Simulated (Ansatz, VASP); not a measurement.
W in VASP and in Ansatz

```xyz
1
Lattice="0.0000 2.0300 2.0909 2.0300 0.0000 2.0909 2.0300 2.0300 0.0000" Properties=species:S:1:pos:R:3 pbc="T T T"
W     0.0000    0.0000    0.0000
```

Change from the starting cell: strain +0.000 along x and y, +0.030 along z, atoms carried along.

Alike in both runs: task single point; functional PBEsol; k mesh 20 × 20 × 20; occupations gaussian, width 0.15 eV; no spin polarisation.

```csv
,VASP,Ansatz
version,VASP 6.6.1,Ansatz 0.2.0
potentials or method,"VASP PAW PBE potentials, release 64 (W_sv)","scalar-relativistic, plane waves, PAW"
plane-wave cutoff (eV),520,420
valence electrons in the cell,14,14
```

Ansatz gave:

| Property | Result |
| --- | --- |
| gap on the k mesh at the Fermi level (eV) | none |
| pressure (GPa) | -19.5 |
| largest component of the traceless stress (GPa) | 5.08 |

**Question.** What did VASP give for the same quantities?

**Answer.** gap on the k mesh at the Fermi level (eV): none; pressure (GPa): -19.2; largest component of the traceless stress (GPa): 5.10.

A gap of «none» marks a metal or a gap that the smearing closes. With one functional, cell and mesh, what is left measures potentials, basis and numerics.

Caveats: so large a pressure means that the cell lies far from this level's equilibrium, or that cutoff or potentials fall short (VASP); the potentials were made for another functional, which shifts forces and pressure (VASP). The runs have no spin-orbit coupling, so splittings on W are missing.
